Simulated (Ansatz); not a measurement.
**ZrSe2: Zr-91 nuclear quadrupole resonance**

Cell: a computed structure from the Materials Project (it need not be an observed phase), taken as it stands.

```yaml
crystal:
  lattice:
    - [3.81115, 0.00000, 0.00000]
    - [-1.90558, 3.30055, 0.00000]
    - [0.00000, 0.00000, 6.39991]
  atoms:
    - { symbol: Zr, position: [0.00000, 0.00000, 0.00000] }
    - { symbol: Se, position: [0.66667, 0.33333, 0.75588] }
    - { symbol: Se, position: [0.33333, 0.66667, 0.24412] }
```

Atoms are numbered from 1 in the order listed; like atoms form one site, named after its first atom.

All values are calculated (Ansatz; DFT, PBE, plane waves and PAW, scalar-relativistic, 420 eV cutoff, Γ-centred 10×10×5 k-points, Fermi–Dirac smearing 0.01 eV), not measured.

Zr-91: I = 5/2, Q = -176.0 mb (year-2017 value). Static lattice, zero field.

(1) The simulated lines lie at 1.47, 2.93 MHz. What are |C_Q|, η and |V_zz| at Zr?

## Answers

(1) For I = 5/2 and η = 0 the lines are 3|C_Q|/20 and twice that; η pulls their ratio below 2. Here |C_Q| = 9.78 MHz, η = 0.00 and |V_zz| = 2.30 × 10²¹ V/m². The calculation gives V_zz negative; the lines don't show the sign. The site has 6 Se at 2.70 Å.

An axis of threefold or higher order runs through Zr, so V_zz lies along it and η is zero.

Without spin–orbit coupling (the program notes it for Zr) the gradients can shift somewhat, as the gap is small. With a gap of 0.5 eV on this mesh, the gradients can still move by some per cent as the k-mesh gets denser.

Hardware: 1 thread of Arm Neoverse V2 (aarch64; 8 cores open to the job, memory cap 3.0 GiB, no GPU), a shared host with a load of 0.3 a core. Wall time 9.7 s, CPU time 9.7 s, peak memory 0.46 GiB.
